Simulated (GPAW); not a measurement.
# Ag (Fm-3m) in GPAW: a series of runs, part 2 of 2

GPAW 26.7.0. The steps go on from the part before.

## Step 3: Equation of state, r2SCAN

run.py

```python
from ase import Atoms
from ase.eos import EquationOfState
from ase.io import Trajectory
from ase.units import GPa
from gpaw import GPAW, PW

atoms = Atoms(['Ag'],
              cell=[[0.0, 2.04275, 2.04275],
                    [2.04275, 0.0, 2.04275],
                    [2.04275, 2.04275, 0.0]],
              scaled_positions=[[0.0, 0.0, 0.0]],
              pbc=True)

traj = Trajectory('eos.traj', 'w')
volumes, energies = [], []
for x in [0.94, 0.96, 0.98, 1.0, 1.02, 1.04, 1.06]:
    a = atoms.copy()
    a.set_cell(atoms.cell * x**(1 / 3), scale_atoms=True)
    calc = GPAW(mode=PW(600),
                xc='MGGA_X_R2SCAN+MGGA_C_R2SCAN',
                kpts={'size': (11, 11, 11), 'gamma': True},
                occupations={'name': 'fermi-dirac', 'width': 0.05},
                nbands=18,
                convergence={'density': 1e-05, 'energy': 1e-05},
                maxiter=150,
                txt=f'eos-{x:.2f}.txt')
    a.calc = calc
    energies.append(a.get_potential_energy(force_consistent=True))
    volumes.append(a.get_volume())
    p = -a.get_stress()[:3].mean() / GPa
    calc.write(f'eos-{x:.2f}.gpw')
    traj.write(a)
    print(f'{x:.2f} {volumes[-1]:10.4f} A^3 {energies[-1]:14.6f} eV {p:9.3f} GPa', flush=True)

v0, e0, B = EquationOfState(volumes, energies, eos='birchmurnaghan').fit()
print(f'V0 = {v0:.4f} A^3, E0 = {e0:.6f} eV, B0 = {B / GPa:.2f} GPa')
```

Potentials or basis: GPAW PAW data sets (gpaw-data 1.2.1), pw.

Launch:

```console
$ OMP_NUM_THREADS=1 python run.py
```

Standard output:

```text
__  _  _
 | _ |_)|_||  |
 |__||  | ||/\| - 26.7.0

Input parameters:
  mode=PW(ecut=600.0),
  convergence={'density': 1e-05, 'energy': 1e-05},
  kpts=MonkhorstPack(size=(11, 11, 11), gamma=True),
  maxiter=150,
  nbands=18,
  occupations=Occupations(name='fermi-dirac', width=0.05),
  xc=XC(name='MGGA_X_R2SCAN+MGGA_C_R2SCAN')

Diagonalizing LCAO Hamiltonian
Converting LCAO to pw mode

       Ag

Atoms  # Å, Bohr magnetons
|   | symbol |        x |        y |        z |    initial magnetic moments |
|---|--------|----------|----------|----------|-----------------------------|
| 0 |     Ag | 0.000000 | 0.000000 | 0.000000 | ( 0.0000,  0.0000,  0.0000) |

Unit cell  # Å
| periodic |        x |        y |        z |  lengths |    angles |
|----------|----------|----------|----------|----------|-----------|
|      yes | 0.000000 | 2.001050 | 2.001050 | 2.829911 | 60.000000 |
|      yes | 2.001050 | 0.000000 | 2.001050 | 2.829911 | 60.000000 |
|      yes | 2.001050 | 2.001050 | 0.000000 | 2.829911 | 60.000000 |

Number of symmetries: 48
Symmetry operations  # r_c * U_cc + t_c -> r_c
|    | kind |            matrix            |
|----|------|------------------------------|
|  0 |  σ   |  1, 0, 0,  1, 0,-1,  1,-1, 0 |
|  1 |  C2  |  1, 0, 0,  1,-1, 0,  1, 0,-1 |
|  2 |  E   |  1, 0, 0,  0, 1, 0,  0, 0, 1 |
|  3 |  σ   |  1, 0, 0,  0, 0, 1,  0, 1, 0 |
|  4 |  C4  |  1, 0,-1,  1, 0, 0,  1,-1, 0 |
|  5 |  S6  |  1, 0,-1,  1,-1, 0,  1, 0, 0 |
|  6 |  σ   |  1, 0,-1,  0, 1,-1,  0, 0,-1 |
|  7 |  C3  |  1, 0,-1,  0, 0,-1,  0, 1,-1 |
|  8 |  S6  |  1,-1, 0,  1, 0, 0,  1, 0,-1 |
|  9 |  C4  |  1,-1, 0,  1, 0,-1,  1, 0, 0 |
| 10 |  C3  |  1,-1, 0,  0,-1, 1,  0,-1, 0 |
| 11 |  σ   |  1,-1, 0,  0,-1, 0,  0,-1, 1 |
| 12 |  σ   |  0, 1, 0,  1, 0, 0,  0, 0, 1 |
| 13 |  C4  |  0, 1, 0,  0, 1,-1, -1, 1, 0 |
| 14 |  C3  |  0, 1, 0,  0, 0, 1,  1, 0, 0 |
| 15 |  S6  |  0, 1, 0, -1, 1, 0,  0, 1,-1 |
| 16 |  C2  |  0, 1,-1,  1, 0,-1,  0, 0,-1 |
| 17 |  σ   |  0, 1,-1,  0, 1, 0, -1, 1, 0 |
| 18 |  S4  |  0, 1,-1,  0, 0,-1,  1, 0,-1 |
| 19 |  C4  |  0, 1,-1, -1, 1, 0,  0, 1, 0 |
| 20 |  C3  |  0, 0, 1,  1, 0, 0,  0, 1, 0 |
| 21 |  σ   |  0, 0, 1,  0, 1, 0,  1, 0, 0 |
| 22 |  S6  |  0, 0, 1,  0,-1, 1, -1, 0, 1 |
| 23 |  C4  |  0, 0, 1, -1, 0, 1,  0,-1, 1 |
| 24 |  S4  |  0, 0,-1,  1, 0,-1,  0, 1,-1 |
| 25 |  C3  |  0, 0,-1,  0, 1,-1,  1, 0,-1 |
| 26 |  C2  |  0, 0,-1,  0,-1, 0, -1, 0, 0 |
| 27 |  S6  |  0, 0,-1, -1, 0, 0,  0,-1, 0 |
| 28 |  S4  |  0,-1, 1,  1,-1, 0,  0,-1, 0 |
| 29 |  C4  |  0,-1, 1,  0, 0, 1, -1, 0, 1 |
| 30 |  C2  |  0,-1, 1,  0,-1, 0,  1,-1, 0 |
| 31 |  σ   |  0,-1, 1, -1, 0, 1,  0, 0, 1 |
| 32 |  C3  |  0,-1, 0,  1,-1, 0,  0,-1, 1 |
| 33 |  S6  |  0,-1, 0,  0, 0,-1, -1, 0, 0 |
[... 76 lines left out ...]
    | kind |    occ | energy [eV] | rcut [Å] |
    |------|--------|-------------|----------|
    |   5s |  1.000 |      -4.401 |    1.286 |
    |   4p |  6.000 |     -58.577 |    1.328 |
    |   5p |  0.000 |      -0.738 |    1.328 |
    |   4d | 10.000 |      -7.446 |    1.180 |
    |    s |        |      22.811 |    1.286 |
    |    d |        |      19.766 |    1.180 |

    Using partial waves for Ag as LCAO basis

Reference energy: -144597.826354  # eV

eigensolver:
  PPCG
  Converge bands: occupied
  niter=2

density mixing:
  MSR1-Mixer
  Pratt-step length: 0.05
  Maximum mixing coefficient: 0.75
  Old densities: 10
  SVD Regularization: 0.005
  Good broyden scale: 1.0
  Trust region scale: 1.0
  Backstep threshold: 4.0
  History deletion threshold: 6.0
  Fourier metric: weight=20.0, sigma=0.015

occupation numbers:
  Fermi-Dirac:
    width: 0.0500  # eV

poisson solver:
  ecut: 4800.0  # eV

xc functional:
  name: MGGA_X_R2SCAN+MGGA_C_R2SCAN with 2 nearest neighbor stencil

convergence criteria:
- Maximum integral of absolute [dens]ity change: 1e-05 electrons / valence electron
- Maximum [total energy] change in last 3 cyles: 1e-05 eV / valence electron
- Maximum integral of absolute [eigenst]ate change: 4e-08 eV^2 / valence electron
maximum number of iterations: 150

SCF iterations
|iter     | |      energy | eigst |  dens |
|---------|-|-------------|-------|-------|
|iter:   1| |  -20.703049 | -0.38 |       |
|iter:   2| |  -16.461333 | -1.76 | -1.29 |
|iter:   3| |  -16.429009 | -3.99 | -1.49 |
|iter:   4| |  -16.397806 | -3.96 | -1.61 |
|iter:   5| |  -16.398325 | -3.78 | -1.88 |
|iter:   6| |  -16.403400 | -3.84 | -2.36 |
|iter:   7| |  -16.402130 | -4.45 | -2.48 |
|iter:   8| |  -16.401948 | -5.99 | -2.84 |
|iter:   9| |  -16.401958 | -6.92 | -3.63 |
|iter:  10| |  -16.401959c| -7.60c| -4.04 |
|iter:  11| |  -16.401959c| -7.53c| -4.82 |
|iter:  12| |  -16.401959c| -8.60c| -5.84c|

Converged in 12 steps
Energy contributions relative to reference atoms: (reference = -144597.826354)

Energy contributions:
  Kinetic:           7.251985
  Coulomb:          -7.130270
  Zero:              0.148261
  External:          0.000000
  Xc:              -16.670981
  Entropy:          -0.001909
  Spinorbit:         0.000000
  ----------------------------
  Free energy:     -16.402914
  Extrapolated:    -16.401959

dipole moment: (-12.468410, -12.468410, -12.468410)  # |e|*Ang

Fermi level: 9.387
Eigenvalues  # (at kpt = [0.000, 0.000, 0.000])
| band index |      eig [eV] | occ [0-2] |
|------------|---------------|-----------|
|          0 |       -48.217 |     2.000 |
|          1 |       -48.217 |     2.000 |
|          2 |       -48.217 |     2.000 |
|          3 |         0.680 |     2.000 |
|          4 |         3.749 |     2.000 |
|          5 |         3.749 |     2.000 |
[... 10 lines left out ...]
|         16 |        36.412 |     0.000 |
|         17 |        42.359 |     0.000 |

No gap
No difference between direct/indirect transitions

Stress tensor  # eV/Ang^3
|         x |         y |         z |
|-----------|-----------|-----------|
| -0.062408 |  0.000000 |  0.000000 |
|  0.000000 | -0.062408 |  0.000000 |
|  0.000000 |  0.000000 | -0.062408 |

# Writing to eos-0.94.gpw (mode='')
```

eos-0.98.txt:

```text
SCF iterations
|iter     | |      energy | eigst |  dens |
|---------|-|-------------|-------|-------|
|iter:   1| |  -20.747630 | -0.41 |       |
|iter:   2| |  -16.485006 | -1.77 | -1.29 |
|iter:   3| |  -16.455750 | -3.97 | -1.50 |
|iter:   4| |  -16.426752 | -3.99 | -1.62 |
|iter:   5| |  -16.427981 | -3.78 | -1.88 |
[... 33 lines left out ...]
|          4 |         3.319 |     2.000 |
|          5 |         3.319 |     2.000 |
[... 10 lines left out ...]
|         16 |        35.072 |     0.000 |
|         17 |        40.615 |     0.000 |

No gap
No difference between direct/indirect transitions

Stress tensor  # eV/Ang^3
|         x |         y |         z |
|-----------|-----------|-----------|
| -0.025456 |  0.000000 |  0.000000 |
|  0.000000 | -0.025456 |  0.000000 |
|  0.000000 |  0.000000 | -0.025456 |

# Writing to eos-0.98.gpw (mode='')
```

Wall time 4.6 min (1 thread of Intel Xeon Platinum 8488C (Sapphire Rapids), shared host); peak memory 0.74 GiB.

Results:

* Equilibrium volume: 17.32 Å³/atom (rough: see the caveat)
* Bulk modulus: 101 GPa (rough)

Energy against volume, from the lowest point:
```tsv
volume (Å³/atom)	energy (meV/atom)
16.025	37.50
16.366	19.11
16.707	7.49
17.048	1.36
17.389	0.00
17.730	2.77
18.071	9.13
```

Caveat: the points scatter about the fit; the PAW data sets were made with another functional, which shifts forces and pressure a little.

## Step 4: Equation of state, revTPSS

run.py, as its differences from that of step 3:

```diff
@@ -1,4 +1,3 @@
-from ase import Atoms
 from ase.eos import EquationOfState
-from ase.io import Trajectory
+from ase.io import Trajectory, read
 from ase.units import GPa
@@ -6,8 +5,3 @@
 
-atoms = Atoms(['Ag'],
-              cell=[[0.0, 2.04275, 2.04275],
-                    [2.04275, 0.0, 2.04275],
-                    [2.04275, 2.04275, 0.0]],
-              scaled_positions=[[0.0, 0.0, 0.0]],
-              pbc=True)
+atoms = read('Ag.cif')
 
@@ -19,3 +13,3 @@
     calc = GPAW(mode=PW(600),
-                xc='MGGA_X_R2SCAN+MGGA_C_R2SCAN',
+                xc='MGGA_X_REVTPSS+MGGA_C_REVTPSS',
                 kpts={'size': (11, 11, 11), 'gamma': True},
@@ -24,2 +18,3 @@
                 convergence={'density': 1e-05, 'energy': 1e-05},
+                eigensolver='davidson',
                 maxiter=150,
```

Ag.cif

```cif
data_Ag
_cell_length_a 2.88888475
_cell_length_b 2.88888475
_cell_length_c 2.88888475
_cell_angle_alpha 60.00000000
_cell_angle_beta 60.00000000
_cell_angle_gamma 60.00000000
_space_group_name_H-M_alt 'P1'
_space_group_name_Hall 'P 1'
_space_group_IT_number 1
loop_
_space_group_symop_operation_xyz
'x,y,z'
loop_
_atom_site_label
_atom_site_type_symbol
_atom_site_symmetry_multiplicity
_atom_site_Wyckoff_symbol
_atom_site_fract_x
_atom_site_fract_y
_atom_site_fract_z
_atom_site_occupancy
Ag1 Ag 1 a 0.0000000000 0.0000000000 0.0000000000 1
```

Launch:

```console
$ OMP_NUM_THREADS=1 python run.py
```

Wall time 5.8 min (1 thread of Intel Xeon Platinum 8488C (Sapphire Rapids), shared host); peak memory 0.64 GiB.

The run converged. Its results:

```yaml
Equilibrium_volume: "16.50 Å³/atom (rough: see the caveat)"
Bulk_modulus: 120 GPa (rough)
```

Energy against volume, from the lowest point:
```
volume (Å³/atom)  energy (meV/atom)
          16.025               4.93
          16.366               0.00
          16.707               0.33
          17.048               5.71
          17.389              15.48
          17.730              29.02
          18.071              45.80
```

Caveat: the points scatter about the fit; the PAW data sets were made with another functional, which shifts forces and pressure a little.

## Step 5: Band structure, C09-vdW, spin-orbit coupling, no magnetisation

run.py

```python
import numpy as np
from ase import Atoms
from ase.dft.bandgap import bandgap
from ase.io import write
from gpaw import GPAW, PW
from gpaw.spinorbit import soc_eigenstates

atoms = Atoms(['Ag'],
              cell=[[0.0, 2.04275, 2.04275],
                    [2.04275, 0.0, 2.04275],
                    [2.04275, 2.04275, 0.0]],
              scaled_positions=[[0.0, 0.0, 0.0]],
              pbc=True)

calc = GPAW(mode=PW(600),
            xc={'name': 'C09-vdW', 'backend': 'libvdwxc'},
            kpts={'size': (11, 11, 11), 'gamma': True},
            occupations={'name': 'fermi-dirac', 'width': 0.05},
            nbands=18,
            convergence={'density': 1e-05, 'energy': 1e-05},
            maxiter=150,
            txt='gpaw.txt')
atoms.calc = calc
energy = atoms.get_potential_energy()
forces = atoms.get_forces()
calc.write('gs.gpw')
write('result.traj', atoms)
print(f'Energy: {energy:.6f} eV')
print('Forces (eV/A):')
print(forces.round(4))
print('Fermi level:', round(calc.get_fermi_level(), 4), 'eV')
print(f'Gap: {bandgap(calc)[0]:.4f} eV, direct: {bandgap(calc, direct=True)[0]:.4f} eV')

path = atoms.cell.bandpath('GXWKGLUWLK,UX', npoints=100, eps=1e-4)
bs_calc = calc.fixed_density(kpts=path, symmetry='off', nbands=26,
                             convergence={'bands': 'CBM+6.0', 'eigenstates': 1e-6}, txt='bands.txt')
bs = bs_calc.band_structure()
bs.write('bs.json')
print(f'Gap on the path: {bandgap(bs_calc)[0]:.4f} eV')

soc = soc_eigenstates(bs_calc, theta=90, phi=0)
np.savetxt('soc_bands.dat', soc.eigenvalues(), fmt='%.4f')
mesh = soc_eigenstates('gs.gpw', theta=90, phi=0)
np.savetxt('soc_mesh.dat', mesh.eigenvalues(), fmt='%.4f')
print('Fermi level with spin-orbit coupling:', round(mesh.fermi_level, 4), 'eV')
```

Launch:

```console
$ OMP_NUM_THREADS=1 python run.py
```

Wall time 23 s (1 thread of Intel Xeon Platinum 8488C (Sapphire Rapids), shared host); peak memory 0.26 GiB.

Results (log left out):

* Free energy: 46.0243 eV
* Band gap along the path: none (metal or under the smearing width)

Levels at the corners of the path, in eV from the Fermi level:
| point | band 13 | band 14 | band 15 | band 16 | band 17 | band 18 | band 19 | band 20 |
| --- | --- | --- | --- | --- | --- | --- | --- | --- |
| Γ | -4.83 | -4.83 | -3.95 | -3.95 | -3.95 | -3.95 | 16.07 | 16.07 |
| X | -3.12 | -3.12 | -2.78 | -2.78 | 1.33 | 1.33 | 6.51 | 6.51 |
| W | -3.96 | -3.96 | -2.97 | -2.97 | 5.55 | 5.55 | 5.88 | 5.88 |
| K | -3.79 | -3.79 | -3.23 | -3.23 | 4.04 | 4.04 | 5.02 | 5.02 |
| Γ | -4.83 | -4.83 | -3.95 | -3.95 | -3.95 | -3.95 | 16.07 | 16.07 |
| L | -3.30 | -3.30 | -3.08 | -3.08 | -0.67 | -0.67 | 3.38 | 3.38 |
| U | -3.79 | -3.79 | -3.23 | -3.23 | 4.04 | 4.04 | 5.02 | 5.02 |
| W | -3.96 | -3.96 | -2.97 | -2.97 | 5.55 | 5.55 | 5.88 | 5.88 |
| L | -3.30 | -3.30 | -3.08 | -3.08 | -0.67 | -0.67 | 3.38 | 3.38 |
| K | -3.79 | -3.79 | -3.23 | -3.23 | 4.04 | 4.04 | 5.02 | 5.02 |
| U | -3.79 | -3.79 | -3.23 | -3.23 | 4.04 | 4.04 | 5.02 | 5.02 |
| X | -3.12 | -3.12 | -2.78 | -2.78 | 1.33 | 1.33 | 6.51 | 6.51 |

Caveat: spin-orbit coupling was added after a scalar SCF, so levels and gaps hold it while energy, forces, pressure and moments don't; this program's spin-orbit splittings come out too wide for heavy elements; the PAW data sets were made with another functional, which shifts forces and pressure a little.

## Step 6: Equation of state, RPBE+D3(BJ)

run.py

```python
from ase.calculators.mixing import SumCalculator
from ase.eos import EquationOfState
from ase.io import Trajectory
from ase.spacegroup import crystal
from ase.units import GPa
from dftd3.ase import DFTD3
from gpaw import GPAW, PW

# Ag 4a
atoms = crystal(['Ag'],
                basis=[[0.0, 0.0, 0.0]],
                spacegroup=225, setting=1,  # Fm-3m
                cellpar=[4.0855, 4.0855, 4.0855, 90.0, 90.0, 90.0],
                primitive_cell=True)

traj = Trajectory('eos.traj', 'w')
volumes, energies = [], []
for x in [0.94, 0.96, 0.98, 1.0, 1.02, 1.04, 1.06]:
    a = atoms.copy()
    a.set_cell(atoms.cell * x**(1 / 3), scale_atoms=True)
    calc = GPAW(mode=PW(600),
                xc='RPBE',
                kpts={'size': (11, 11, 11), 'gamma': True},
                occupations={'name': 'fermi-dirac', 'width': 0.05},
                nbands=18,
                convergence={'density': 1e-05, 'energy': 1e-05},
                maxiter=150,
                txt=f'eos-{x:.2f}.txt')
    a.calc = SumCalculator([calc, DFTD3(method='rpbe', damping='d3bj')])
    energies.append(a.get_potential_energy())
    volumes.append(a.get_volume())
    p = -a.get_stress()[:3].mean() / GPa
    calc.write(f'eos-{x:.2f}.gpw')
    traj.write(a)
    print(f'{x:.2f} {volumes[-1]:10.4f} A^3 {energies[-1]:14.6f} eV {p:9.3f} GPa', flush=True)

v0, e0, B = EquationOfState(volumes, energies, eos='birchmurnaghan').fit()
print(f'V0 = {v0:.4f} A^3, E0 = {e0:.6f} eV, B0 = {B / GPa:.2f} GPa')
```

Potentials or basis: the program's PAW data sets (release 1.2.1) made for this functional, pw.

Launch:

```console
$ OMP_NUM_THREADS=1 python run.py
```

Run time: 67 s. Hardware: 1 thread of Intel Xeon Platinum 8488C (Sapphire Rapids), shared host; peak memory 0.21 GiB.

It converged, with:

- Equilibrium volume: outside the volumes run

Energy against volume, from the lowest point:
```tsv
volume (Å³/atom)	energy (meV/atom)
16.025	0.00
16.366	46.00
16.707	96.34
17.048	150.35
17.389	207.38
17.730	266.90
18.071	328.42
```
